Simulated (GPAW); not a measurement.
A run of GPAW 26.7.0 is set up as follows.

The input run.py:

```python
from ase import Atoms
from ase.dft.bandgap import bandgap
from ase.io import write
from gpaw import GPAW, PW
from gpaw.response.df import DielectricFunction

atoms = Atoms(['Ta'],
              cell=[[-1.65128, 1.65128, 1.65128],
                    [1.65128, -1.65128, 1.65128],
                    [1.65128, 1.65128, -1.65128]],
              scaled_positions=[[0.0, 0.0, 0.0]],
              pbc=True)

calc = GPAW(mode=PW(400),
            xc='RPBE',
            kpts={'size': (9, 9, 9), 'gamma': True},
            occupations={'name': 'fermi-dirac', 'width': 0.05},
            nbands=15,
            convergence={'density': 1e-06},
            maxiter=150,
            txt='gpaw.txt')
atoms.calc = calc
energy = atoms.get_potential_energy()
calc.write('gs.gpw')
write('result.traj', atoms)
print(f'Energy: {energy:.6f} eV')
print('Fermi level:', round(calc.get_fermi_level(), 4), 'eV')
print(f'Gap: {bandgap(calc)[0]:.4f} eV, direct: {bandgap(calc, direct=True)[0]:.4f} eV')

dense = calc.fixed_density(kpts={'size': (28, 28, 28), 'gamma': True},
                           nbands=23, convergence={'bands': 17, 'eigenstates': 1e-7},
                           update_fermi_level=True, txt='dense.txt')
dense.write('dense.gpw', mode='all')

df = DielectricFunction('dense.gpw', frequencies={'type': 'nonlinear', 'domega0': 0.05, 'omega2': 10},
                        eta=0.1, ecut=50, nbands=17, rate='eta', txt='df.txt')
for direction in ['x']:
    df.get_dielectric_function(xc='RPA', direction=direction, filename=f'df_{direction}.csv')
```

Potentials or basis: the program's PAW data sets (release 1.2.1) made for this functional, pw.

Command:

```sh
$ OMP_NUM_THREADS=1 python run.py
```

Q: What does it give for the band gap on the k mesh?

A: None (metal or under the smearing width).

Dielectric function (mean over the directions given):
| energy (eV) | real part | imaginary part |
| --- | --- | --- |
| 0.67 | -136.07 | 49.30 |
| 1.04 | -48.96 | 17.39 |
| 1.54 | -16.24 | 9.62 |
| 2.00 | -2.60 | 8.08 |
| 2.54 | 4.34 | 11.52 |
| 2.91 | 4.03 | 13.57 |
| 3.43 | 2.71 | 12.93 |
| 3.89 | 1.91 | 12.11 |
| 4.44 | 4.86 | 10.97 |
| 4.79 | 4.21 | 14.92 |
| 5.31 | -2.41 | 20.28 |
| 5.76 | -8.53 | 12.69 |
| 6.31 | -7.34 | 6.63 |
| 6.79 | -5.07 | 4.80 |
| 7.12 | -4.39 | 3.55 |
| 7.63 | -2.36 | 3.50 |
| 8.16 | -1.79 | 3.03 |
| 8.71 | -1.25 | 4.26 |
| 9.08 | -1.56 | 4.37 |
| 9.56 | -1.89 | 4.26 |
| 10.06 | -1.76 | 3.04 |
| 10.57 | -2.04 | 2.71 |
| 10.88 | -1.63 | 2.55 |
| 11.41 | -1.47 | 2.36 |
| 11.96 | -1.42 | 2.36 |
| 12.42 | -1.45 | 1.92 |
| 12.88 | -1.21 | 1.80 |
| 13.36 | -0.90 | 1.75 |
| 13.85 | -0.78 | 1.70 |
| 14.35 | -0.72 | 1.69 |
| 14.86 | -0.91 | 1.92 |
| 15.26 | -1.20 | 1.55 |
| 15.80 | -1.17 | 1.38 |
| 16.36 | -1.07 | 0.98 |
| 16.93 | -0.85 | 0.84 |
| 17.36 | -1.01 | 0.70 |
| 17.96 | -0.72 | 0.44 |
| 18.58 | -0.49 | 0.32 |
| 19.22 | -0.28 | 0.27 |
| 19.87 | -0.15 | 0.26 |

Caveat: the intraband term hangs on this k mesh; the long-wavelength limit can be off by several per cent where d states take part; independent-particle spectra lack excitons. The run has no spin-orbit coupling, so splittings on Ta are missing.
